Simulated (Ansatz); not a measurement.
# One crystal, many levels of theory: K4IBr3 (ordered model alloy, started on the KBr lattice) (Cmmm), part 2 of 2

What gap does each level of theory give for K4IBr3 (ordered model alloy, started on the KBr lattice) (Cmmm), and in what time?

Ansatz 0.2.0; density functionals, hybrids and G0W0, plane waves, PAW. Known limits of the many-body steps: finite bands, screening cutoff and k mesh; no spin-orbit coupling in G0W0; folded zone; screening cutoff under 40 eV in some runs.

So far. Step 4 (r2SCAN on the 4×4×4 mesh): Over mesh and listed points the gap is 4.884 eV, in a supercell, where edges may be folded. r2SCAN against LDA: 4.884 − 3.860 = +1.024 eV. The runs also differ in plane-wave cutoff (420 eV and 500 eV), so how much of this comes from the functional alone is not known. Step 5 (HSE06 on the 2×2×2 mesh): Over mesh and listed points the gap is 5.319 eV, in a supercell, where edges may be folded. HSE06 against LDA: 5.319 − 3.860 = +1.459 eV.

## Step 6: G0W0@LDA, 2×2×2 mesh, 973 empty bands, screening to 85 eV, PAW set soft_1 files

G0W0 replaces the xc potential by a self-energy built once from the orbitals of the start. Levels are corrected in the window of bands that the input names, at points of the mesh.

This step: G0W0 on LDA, plane waves, PAW; PAW set soft_1.

input.yaml

```yaml
crystal:
  lattice:
    - [-0.0021714508, 6.4903646622, 6.4905351599]
    - [6.4903646622, -0.0021714508, 6.4905351599]
    - [6.4881932114, 6.4881932114, 0.0]
  atoms:
    - { symbol: K, position: [-0.0123917543, 0.0123917543, 0.0] }
    - { symbol: K, position: [-0.0123917543, 0.0123917543, 0.5] }
    - { symbol: K, position: [-0.0060389877, 0.4939610123, 0.0060389877] }
    - { symbol: K, position: [-0.0060389877, 0.4939610123, 0.5060389877] }
    - { symbol: K, position: [0.5060389877, 0.0060389877, -0.0060389877] }
    - { symbol: K, position: [0.5060389877, 0.0060389877, 0.4939610123] }
    - { symbol: K, position: [0.5123917543, 0.4876082457, 0.0] }
    - { symbol: K, position: [0.5123917543, 0.4876082457, 0.5] }
    - { symbol: Br, position: [0.25, 0.25, 0.25] }
    - { symbol: Br, position: [0.25, 0.25, 0.75] }
    - { symbol: I, position: [0.25, 0.75, 0.25] }
    - { symbol: I, position: [0.25, 0.75, 0.75] }
    - { symbol: Br, position: [0.75, 0.25, 0.25] }
    - { symbol: Br, position: [0.75, 0.25, 0.75] }
    - { symbol: Br, position: [0.75, 0.75, 0.25] }
    - { symbol: Br, position: [0.75, 0.75, 0.75] }
kpoints:
  mp_grid: { grid: [2, 2, 2] }
hamiltonian:
  xc: lda
  pseudopotentials: { kind: paw, azcp: { folder: soft_1 }, xc_functional: pbe }
scf:
  occupations: { method: fixed }
gw:
  n_empty_bands: 973
  ecut_chi: 85.0
  qp_bands: [v4, c4]
  qp_kpoints: band_edges
  screening: { model: contour_deformation }
```

Started as:

```bash
ansatz run input.yaml --threads 4 --pin off --max-ram 17510MiB --backend cpu --events-out ev --progress --plain --runs-dir out
```

Numbers of over 12 decimals in the logs are rounded to 6 here.

Output:

```text
[...]
Crystal: 16 atoms, lattice volume = 546.825 Å³
Basis set: ecut = 420 eV, 10777 PW (Γ)
Bands: 90, of which v1, the nominal top of the filled ones, is band 74 counted from 1 (73 counted from 0)
Symmetry: 16 space group operations
[...]
k-points: 5 of 8
[...]
0    78      7.1209    -3.5112    -3.2260    -7.9165  0.8470     8.3141     8.3001  root
[...]
4    75      7.6262    -5.2898    -3.3844    -9.8950  0.8418     8.8628     8.8469  root
     4    76      7.6445    -4.6418    -3.3661    -9.2293  0.8417     8.8817     8.8659  root
     4    77      7.6759    -4.6877    -3.3860    -9.3142  0.8419     8.9328     8.9164  root
     4    78      7.9907    -3.4729    -3.3682    -8.1323  0.8449     9.3002     9.2819  root
[key lines of the parts left out:]
SCF converged after 8 iterations
Free energy (F): -42872.113223 eV
Fermi energy:    2.258729 eV
```

The job ended after 10 min (4 threads of Arm Neoverse V1, shared host; peak memory 10 GiB).

This step gave:

```yaml
bands_summed: 1047
rpa_eps_infinity_on_this_mesh_eigenvalues: 2.715, 2.715, 2.727
plane_waves_in_the_screening_matrix: 941
g0w0_gap_over_the_corrected_points: 6.181 eV
k_of_the_valence_top: 0, 0, 0
k_of_the_conduction_bottom: 0, 0, 0
starting_gap_on_the_mesh: 3.858 eV
z_at_the_valence_top: 0.8058
z_at_the_conduction_bottom: 0.8493
least_direct_g0w0_gap_over_the_corrected_points: 6.181 eV
```

Over all 5 irreducible mesh points the G0W0 gap is 6.181 eV, in a supercell, where edges may be folded. The LDA gap of this run on the mesh is 3.858 eV. The two states that bound the G0W0 gap lie that far apart at the start, so the correction of the gap is 6.181 − 3.858 = +2.323 eV.

## Step 7: The ladder

Each gap is the least one over the points named; times are wall times on shared hosts, not benchmarks. A G0W0 time includes the run's own self-consistent start. Runs with listed points see these and the mesh alone, so an edge that moves elsewhere is missed. Rows marked * are further runs, not shown as steps, whose inputs differ from the G0W0 step on the same start in the columns given; solver thresholds can differ too.

```tsv
level	mesh	files, cutoff	bands summed, screening	points	gap (eV)	valence top	conduction bottom	least direct gap (eV)	time
LDA	4×4×4	soft_1 PAW, 420 eV	-	mesh and path	3.860	Γ	Γ	3.860	36 s
LDA+SOC	4×4×4	soft_1 PAW, 420 eV	-	mesh and listed points	3.626	Γ	Γ	3.626	4 min
r2SCAN	4×4×4	soft_1 PAW, 500 eV	-	mesh and listed points	4.884	Γ	Γ	4.884	39 s
HSE06	2×2×2	soft_1 PAW, 420 eV	-	mesh and listed points	5.319	Γ	Γ	5.319	2.9 min
G0W0@LDA*	2×2×2	soft_1 PAW, 420 eV	320, 34 eV	all 5 irreducible mesh points	5.856	Γ	Γ	5.856	77 s
G0W0@LDA	2×2×2	soft_1 PAW, 420 eV	1047, 85 eV	all 5 irreducible mesh points	6.181	Γ	Γ	6.181	10 min
```

## Step 8: What came out

- LDA, over mesh and path: 3.860 eV
- LDA+SOC, over mesh and listed points: 3.626 eV
- r2SCAN, over mesh and listed points: 4.884 eV
- HSE06, over mesh and listed points: 5.319 eV
- G0W0@LDA (1047 bands, 2×2×2), over all 5 irreducible mesh points: 6.181 eV
- known limits: finite bands, screening cutoff and k mesh; no spin-orbit coupling in G0W0; folded zone; screening cutoff under 40 eV in some runs

**Reading.** The rows run from 3.626 eV (LDA+SOC) to 6.181 eV (G0W0@LDA (1047 bands, 2×2×2)). They differ in mesh, plane-wave cutoff, bands and screening cutoff of G0W0 and the points over which the gap was sought as well as in level, so only pairs that share these are like for like. LDA+SOC against LDA: 3.626 − 3.860 = −0.234 eV, with the same mesh, set of files (read in its fully relativistic form for the spin-orbit run) and cutoff, and both edges at the same k points. The spin-orbit run sees mesh and listed points alone, so its gap is an upper bound: the coupling can move an edge off these points, and the change over the zone, its sign included where it is small, is not known. G0W0@LDA (1047 bands, 2×2×2) moves the gap of its own start on the mesh by 6.181 − 3.858 = +2.323 eV, between the same two levels. No level off the mesh was corrected, so the G0W0 gap over the whole zone is not known from these runs. What spin-orbit coupling does to the G0W0 levels was not computed, so no sum with the G0W0 gap is formed. For G0W0@LDA: from 320 bands and 34 eV to 1047 bands and 85 eV the gap moves by 6.181 − 5.856 = +0.325 eV; bands and screening cutoff rise together, so their parts are not told apart. Two runs can't test a law of convergence, so the limit is not known. The G0W0 runs are scalar-relativistic. The cell of 16 atoms is not primitive: within 0.02 Å a cell of 8 atoms repeats. Its zone is folded, so k points refer to this cell and don't show whether the crystal's gap is direct. No pair of G0W0 runs that differ in the mesh alone is shown (2×2×2 is a supercell whose nearest images lie 18 Å apart), so the error from the mesh is not known here. G0W0 is shown with one set of atomic data (soft_1 PAW), so the error from the files is not known here. A screening cutoff under 40 eV is crude: G0W0@LDA with 320 bands at 34 eV.

[Paths, hosts, dates, memory and timing lines, banners, echoed tables and standing remarks are left out of the program output.]

[Logs are printed without paths, hosts, clocks, repeated set-up lines and the standing remarks that a program may print on its own settings, such as how far it seeks lower states.]

[Runs of the session that timed out or met a known fault of the program may be left out.]

[Cells called generated may have been cut or substituted from an entry of the Crystallography Open Database or the Materials Project.]

[Hosts, paths, dates, database ids (printed as entryN), source tags and the programs' standing remarks are cut or masked in the printed files.]

[Where an RPA ε∞ is given, it is that of the G0W0 mesh and is not shown converged in it. Names of k-points follow the symmetry that the program found, which can be lower than the space group named. Band edges on a path are those of the sampled points; other points can move an edge, and change direct to indirect where valleys lie close.]

[Hybrid gaps are those of their k-mesh and are not shown converged in it.]
